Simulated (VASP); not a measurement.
Set up this calculation in VASP 6.6.1, as the native input.

- Task: single point
- Functional: r2SCAN
- Potentials or basis: VASP PAW PBE potentials, release 64 (Zr_sv, H_s)
- Cutoff: 900 eV
- k mesh: 8 × 8 × 8
- Occupations: gaussian, width 0.02 eV
- Spin: no spin polarisation
- Further INCAR settings: ADDGRID = False; ALGO = Normal; EDIFF = 1e-08; NBANDS = 14

The structure of ZrH lies in POSCAR:

```
ZrH
1.0
   -1.6439080000      1.6439080000      2.5043990000
    1.6439080000     -1.6439080000      2.5043990000
    1.6439080000      1.6439080000     -2.5043990000
Zr H
1 1
Direct
    0.0000000000      0.0000000000      0.0000000000
    0.7500000000      0.2500000000      0.5000000000
```

The cell comes from a database or a generator and needn't be the stable form of this composition.

One way to write it, as run:

INCAR

```
SYSTEM = ZrH
PREC = Accurate
ENCUT = 900
EDIFF = 1E-8
ISMEAR = 0
SIGMA = 0.02
LREAL = .FALSE.
LASPH = .TRUE.
NELM = 100
ALGO = Normal
ISIF = 2
LWAVE = .FALSE.
LCHARG = .FALSE.
METAGGA = R2SCAN
LMIXTAU = .TRUE.
NBANDS = 14
ADDGRID = .FALSE.
```

KPOINTS

```
Automatic mesh
0
G
  8 8 8
  0 0 0
```

Potentials or basis: VASP PAW PBE potentials, release 64 (Zr_sv, H_s).

Command:

```bash
$ cat potpaw_PBE.64/Zr_sv/POTCAR potpaw_PBE.64/H_s/POTCAR > POTCAR
$ mpirun -np 1 vasp_std > vasp.out
```

It gave:

* Pressure: -1.3 GPa
* Band gap on the k mesh: none (metal or under the smearing width)

Caveat: the PAW data sets were made with another functional, which shifts forces and pressure a little.

It took 2.4 min on 1 thread of Intel(R) Xeon(R) 6975P-C (Granite Rapids), on a shared host, peak memory 0.25 GiB.
